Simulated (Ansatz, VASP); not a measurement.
## One calculation of Sb, two programs

```
Sb
1.0
     0.00000    3.16226    3.16226
     3.16226    0.00000    3.16226
     3.16226    3.16226    0.00000
Sb
2
Cartesian
  -0.7906 -0.7906 -0.7906
  0.7906 0.7906 0.7906
```

Change from the starting cell: volume scaled by 0.8, LAPW.

Alike in both runs: task single point; functional LDA; k mesh 10 × 10 × 10; occupations fermi-dirac, width 0.1 eV; no spin polarisation.

```csv
,VASP,Ansatz
version,VASP 6.6.1,Ansatz 0.2.0
potentials or method,"VASP PAW LDA potentials, release 64 (Sb), cutoff 520 eV","all-electron LAPW, scalar-relativistic"
```

```tsv
	VASP	Ansatz	Ansatz less VASP
pressure (GPa)	13.5	13.0	-0.48
```

Ansatz ran all-electron here, so the differences hold the error of VASP's frozen core and of both bases.

The runs have no spin-orbit coupling, so splittings on Sb are missing.
